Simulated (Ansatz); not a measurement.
# SiO2 (I4_122) in Ansatz: notebook, part 2 of 2

Ansatz 0.2.0.

## (3) Single point, PBE

File input.yaml:

```yaml
crystal:
  lattice:
    - [-2.837898, 2.837898, 5.66021]
    - [2.837898, -2.837898, 5.66021]
    - [2.837898, 2.837898, -5.66021]
  atoms:
    - { symbol: Si, position: [0.875, 0.263618, 0.888618] }
    - { symbol: Si, position: [0.013618, 0.625, 0.888618] }
    - { symbol: Si, position: [0.736382, 0.125, 0.111382] }
    - { symbol: Si, position: [0.375, 0.986382, 0.111382] }
    - { symbol: O, position: [0.633727, 0.133727, 0.5] }
    - { symbol: O, position: [0.467877, 0.967877, 0.935754] }
    - { symbol: O, position: [0.032123, 0.532123, 0.064246] }
    - { symbol: O, position: [0.116273, 0.116273, 0.0] }
    - { symbol: O, position: [0.883727, 0.883727, 0.0] }
    - { symbol: O, position: [0.866273, 0.366273, 0.5] }
    - { symbol: O, position: [0.282123, 0.717877, 0.0] }
    - { symbol: O, position: [0.717877, 0.282123, 0.0] }
hamiltonian:
  xc: pbe
  pseudopotentials: { kind: paw }
kpoints:
  mp_grid: { grid: [7, 7, 7] }
scf:
  occupations: { method: fermi_dirac, width: 0.05 }
basis:
  ecutwfc: "600 eV"
output:
  forces: true
  stress: true
  eigenvalues: true
```

Potentials or basis: Ansatz PAW.

Command:

```console
$ ansatz run input.yaml --threads 4 --pin off --max-ram 11264MiB --backend cpu --events-out ev --progress --plain --runs-dir out
```

Log:

```text
Warning: RAYON_NUM_THREADS=4 ignored (pool sized by the plan → 4); use --threads N
Engine: ansatz 0.2.0, aarch64-unknown-linux-gnu
Pseudopotentials: kind: paw
Pseudopotential: Si, paw, valence charge 4, recommended cutoff 420 eV (normal), Si.paw.azcp
Pseudopotential: O, paw, valence charge 6, recommended cutoff 420 eV (normal), O.paw.azcp
Functional definition: PBE
  parameter kappa = 0.804
  parameter beta = 0.06672455060314922
  exchange = pbe_x(kappa = kappa, mu = beta*pi^2/3)
  correlation = pbe_c(beta = beta)
Crystal: 12 atoms, lattice volume = 182.342 Å³
Basis set: ecut = 600 eV, 6075 PW (Γ), exchange–correlation on 120×120×120 points (8 copies of the dense FFT grid, shifted against one another)
Bands: 44, of which v1, the nominal top of the filled ones, is band 32 counted from 1 (31 counted from 0)
Symmetry: 8 space group operations
Space group: I4122 (ITA 98), of the structure as read, at distance tolerance 5.7e-5 Å
k-points: 40 of 343 (time reversal used)
Non-local potential: Si, projectors of the file, l = 0: 2, l = 1: 2, l = 2: 2
Non-local potential: O, projectors of the file, l = 0: 2, l = 1: 2, l = 2: 1
PAW form: soft (Blöchl's): semilocal exchange-correlation on the pseudo side does not see the compensation charge
PAW one-centre angular grid: Si, 110 points (default); XC on 64 Gauss nodes
PAW one-centre angular grid: O, 110 points (default); XC on 64 Gauss nodes
Initial density: superposition of atomic densities (neutral atoms: chi_scale 0, normalization atom), corrected by the library's trained network
Initial wavefunctions: pseudopotential atomic-orbital guess
Functional: x = pbe(κ = 0.804, μ = 0.2195149727645171), c = pbe(β = 0.06672455060314922)
SCF iter   1: F=—  HF=-7094.677653 eV  |F-HF|=—  |Δ(HF+E_count)|=         —  Δρ=2.14e-3  dr2=4.23e-3  ethr=1.77e-3  ⟨swp⟩=6.7  Hψ=9310  notcnv=0  defer=59
preconditioner: auto → Resta (q_TF=auto, 2.291 Å⁻¹)  ε∞=2.9  [insulator: Δε(μ)=4.825 eV  Ē_g=16.043 eV  σ=0.050 eV  W_gap=1.00  n_scr=36 (ndim 8)  ℏωp=22.0 eV  f_vac=0.266  D(μ)=0.00/eV (n_scr^D=0)  ε∞_Penn≈2.9]
SCF iter   2: F=—  HF=-7094.678924 eV  |F-HF|=—  |Δ(HF+E_count)|=   1.27e-3  Δρ=1.05e-3  dr2=8.02e-4  ethr=6.61e-6  ⟨swp⟩=2.2  Hψ=3153  notcnv=0  defer=117
SCF iter   3: F=—  HF=-7094.679474 eV  |F-HF|=—  |Δ(HF+E_count)|=   5.50e-4  Δρ=3.69e-4  dr2=1.93e-4  ethr=1.25e-6  ⟨swp⟩=2.3  Hψ=2626  notcnv=0  defer=19
automatic band count: iteration 3 solves 41 bands in place of 44: the levels show a gap, and the empty bands left out lie too high to hold charge; the band table lists the bands solved (type scf.n_extra_bands for more)
SCF iter   4: F=—  HF=-7094.679558 eV  |F-HF|=—  |Δ(HF+E_count)|=   8.37e-5  Δρ=7.23e-5  dr2=9.98e-6  ethr=3.02e-7  ⟨swp⟩=2.0  Hψ=2436  notcnv=0  defer=19
SCF iter   5: F=—  HF=-7094.679563 eV  |F-HF|=—  |Δ(HF+E_count)|=   5.55e-6  Δρ=4.83e-5  dr2=3.12e-6  ethr=1.56e-8  ⟨swp⟩=2.0  Hψ=2696  notcnv=0  defer=19
SCF iter   6: F=—  HF=-7094.679563 eV  |F-HF|=—  |Δ(HF+E_count)|=   9.58e-8  Δρ=1.29e-5  dr2=2.89e-7  ethr=4.88e-9  ⟨swp⟩=2.0  Hψ=2644  notcnv=0  defer=19
SCF iter   7: F=-7094.679563 eV  HF=-7094.679563 eV  |F-HF|=1.97e-8  |Δ(HF+E_count)|=   9.13e-8  Δρ=3.09e-6  dr2=1.74e-8  ethr=1.56e-10  ⟨swp⟩=9.5  Hψ=7453  notcnv=0
SCF 1 converged in 7 iterations: F = -7094.679563 eV  dr2 = 1.74e-8
SCF converged after 7 iterations
Free energy (F): -7094.679563 eV
Harris-Foulkes:  -7094.679563 eV  (|F-HF|=1.97e-8)
Internal energy: -7094.679563 eV  (E = F + TS)
E sigma→0 (E₀):  -7094.679563 eV
Fermi energy:    3.762827 eV
--- Per-component energies (eV) ---
  E_band       = -371.577857
  E_kinetic    = 1604.159891
  E_local      = -4821.808621  (includes V_loc(G=0)·N_el)
  E_nonlocal   = 479.570966
  E_hartree    = 1808.987596
  E_xc         = -815.063837
  E_vxc        = -945.893968  (∫ρ·V_xc dr)
  E_paw        = -3324.255857  (= ΣΔE_a)
  E_vpaw       = -305.586641  (= ΣTr[D̂ρ^β])
  E_aug_tail   = 0.005118  (compensation charges beyond the density's cutoff)
  E_ewald      = -2026.274819
  E_smearing   = -0.000000  (= −TS)
  E_closure    = 0.000000  (closes the sum)
  Σ components = -7094.679563   (vs F -7094.679563, Δ=0.00e0)
--- Forces (eV/Å), atoms counted from 1 ---
  atom   1  Si     0.00773044     0.00000000     0.00000000
  atom   2  Si    -0.00000000     0.00773044    -0.00000000
  atom   3  Si    -0.00000000    -0.00773044     0.00000000
  atom   4  Si    -0.00773044     0.00000000     0.00000000
  atom   5  O      0.00000000     0.00000000     0.00121853
  atom   6  O      0.00726189     0.00726189     0.00000000
  atom   7  O     -0.00726189    -0.00726189     0.00000000
  atom   8  O      0.00000000    -0.00000000    -0.00121853
  atom   9  O     -0.00000000     0.00000000     0.00121853
  atom  10  O     -0.00000000    -0.00000000    -0.00121853
  atom  11  O      0.00726189    -0.00726189     0.00000000
  atom  12  O     -0.00726189     0.00726189     0.00000000
  max |Σ_I F_I| component: 6.94e-18 eV/Å
--- Stress (GPa, compression-positive) ---
        0.055112       0.000000       0.000000
        0.000000       0.055112      -0.000000
        0.000000      -0.000000      -0.260473
  P = ⅓ Tr σ = -0.0501 GPa (-0.501 kbar)
--- Band table (eV; the first three rows and the last of 40) ---
  k-point 0: bands = ["-18.3621", "-17.0730", "-16.8385", "-16.8385", "-16.5668", "-16.4247", "-16.2856", "-15.9131", "-7.4584", "-7.4584", "-5.8021", "-4.7014", "-4.7014", "-3.9385", "-3.9385", "-3.8767", "-2.6425", "-2.0439", "-1.6211", "-1.2677", "-1.2677", "-0.8680", "-0.8680", "-0.7432", "-0.4979", "-0.4979", "-0.2180", "-0.2027", "0.6113", "0.6113", "1.0332", "1.2772", "6.1142", "8.5389", "8.5732", "10.1606", "10.1606", "10.5075", "10.7001", "10.7322", "10.8394"]
  k-point 1: bands = ["-18.3088", "-17.1705", "-16.9811", "-16.7844", "-16.4806", "-16.4169", "-16.2291", "-15.9385", "-7.4320", "-7.3096", "-6.0198", "-4.7835", "-4.5488", "-3.9891", "-3.9407", "-3.8131", "-2.6037", "-2.0724", "-1.5792", "-1.3773", "-1.2490", "-1.0346", "-0.9040", "-0.6844", "-0.6568", "-0.4769", "-0.1882", "0.1464", "0.5043", "0.5468", "1.0209", "1.2191", "6.4299", "8.7049", "8.7854", "10.1173", "10.1902", "10.4558", "10.5359", "10.7192", "10.9495"]
  k-point 2: bands = ["-18.1607", "-17.3109", "-17.2392", "-16.7340", "-16.4124", "-16.3517", "-16.1092", "-16.0085", "-7.3599", "-6.8912", "-6.3983", "-5.0740", "-4.3272", "-4.0701", "-3.9297", "-3.7008", "-2.5405", "-2.2249", "-1.6628", "-1.5103", "-1.1512", "-1.1398", "-0.9673", "-0.6226", "-0.5887", "-0.3595", "-0.1732", "0.1804", "0.2872", "0.7136", "0.8103", "1.1850", "7.1912", "9.0387", "9.4168", "10.0130", "10.2479", "10.3120", "10.3693", "10.6626", "11.2473"]
  k-point 39: bands = ["-17.8970", "-17.8484", "-17.2636", "-16.4530", "-16.4256", "-16.3709", "-15.9989", "-15.9826", "-8.2750", "-6.6764", "-5.2930", "-4.8625", "-4.8449", "-4.5393", "-4.2359", "-3.2091", "-2.3963", "-2.3780", "-1.4399", "-1.2768", "-1.2146", "-1.0597", "-1.0044", "-0.7218", "-0.5830", "-0.4839", "0.0900", "0.2458", "0.3752", "0.7735", "0.8176", "0.8812", "7.8040", "7.9111", "9.1479", "9.2245", "9.2697", "10.1611", "10.2035", "10.3448", "10.5938"]
```

It took 11 s on 4 threads of Arm Neoverse V1, shared host; peak memory 0.86 GiB.

Results:

| Property | Result |
| --- | --- |
| Free energy | -7094.6796 eV |
| Pressure | -0.1 GPa |
| Largest force | 0.010 eV/Å |
| Band gap on the k mesh | 4.84 eV, direct |

Forces on the atoms (eV/Å):
```
Si   0.008  0.000  0.000
Si   0.000  0.008  0.000
Si   0.000 -0.008  0.000
Si  -0.008  0.000  0.000
O    0.000  0.000  0.001
O    0.007  0.007  0.000
O   -0.007 -0.007  0.000
O    0.000  0.000 -0.001
O    0.000  0.000  0.001
O    0.000  0.000 -0.001
O    0.007 -0.007  0.000
O   -0.007  0.007  0.000
```

Caveat: odd divisions of the mesh miss points on the zone boundary, where band edges often lie, so the gap on the mesh can be too wide. A k mesh can miss the band edges.

## (4) Single point, PBE

input.yaml, as its differences from that of step 3:

```diff
@@ -22,7 +22,5 @@
 kpoints:
-  mp_grid: { grid: [7, 7, 7] }
+  mp_grid: { grid: [12, 12, 12] }
 scf:
   occupations: { method: fermi_dirac, width: 0.05 }
-basis:
-  ecutwfc: "600 eV"
 output:
@@ -31 +29,5 @@
   eigenvalues: true
+  write_density: true
+  write_potential: true
+  elf: true
+  volumetric_format: npy
```

Command:

```console
$ ansatz run input.yaml --threads 4 --pin off --max-ram 11264MiB --backend cpu --events-out ev --progress --plain --runs-dir out
```

Run time: 40 s. Hardware: 4 threads of Arm Neoverse V1, shared host; peak memory 1.2 GiB.

It converged, with:

```
Free energy            : -7094.6326 eV
Pressure               : -0.1 GPa
Largest force          : 0.011 eV/Å
Band gap on the k mesh : 4.84 eV, direct
```

Forces in eV/Å, atoms in the order of the input:
```
Si   0.008  0.000  0.000
Si   0.000  0.008  0.000
Si   0.000 -0.008  0.000
Si  -0.008  0.000  0.000
O    0.000  0.000  0.000
O    0.008  0.008  0.000
O   -0.008 -0.008  0.000
O    0.000  0.000  0.000
O    0.000  0.000  0.000
O    0.000  0.000  0.000
O    0.008 -0.008  0.000
O   -0.008  0.008  0.000
```

Stress tensor (GPa, compression positive):
```
 0.05  0.00  0.00
 0.00  0.05  0.00
 0.00  0.00 -0.27
```

Levels at points of the mesh, in eV from the valence-band top:
| k point | band 30 | band 31 | band 32 | band 33 | band 34 | band 35 |
| --- | --- | --- | --- | --- | --- | --- |
| (0.00, 0.00, 0.00) | -0.67 | -0.24 | 0.00 | 4.84 | 7.26 | 7.30 |
| (0.00, 0.00, -0.50) | -1.09 | -0.45 | -0.08 | 6.79 | 8.23 | 8.75 |
| (0.00, -0.50, 0.00) | -0.51 | -0.45 | -0.29 | 6.52 | 7.08 | 7.64 |
| (-0.50, -0.50, -0.50) | -0.49 | -0.45 | -0.45 | 6.46 | 6.46 | 7.86 |

Caveat: the pressure holds a Pulay correction of +0.5 GPa for the finite cutoff.

## (5) The runs side by side

```csv
task,level,cell,k mesh,cutoff (eV),gap on the mesh (eV),pressure (GPa),largest force (eV/Å)
relaxation of cell and atoms,PBE+D3(BJ),relaxed,7 × 7 × 7,420,4.85,0.0,-
single point,PBE,as given,7 × 7 × 7,600,4.84,-0.1,0.01
single point,PBE,as given,12 × 12 × 12,420,4.84,-0.1,0.01
```

Alike in all rows: potentials or basis Ansatz PAW; no spin polarisation; smearing fermi-dirac 0.05 eV.

Caveats: odd divisions of the mesh miss points on the zone boundary, where band edges often lie, so the gap on the mesh can be too wide (some runs); the plane-wave basis is chosen anew once the cell has moved, so the energies of steps on either side of that aren't comparable (some runs).

Total energies depend on the potentials used, so only differences within one code and one set of settings carry meaning.
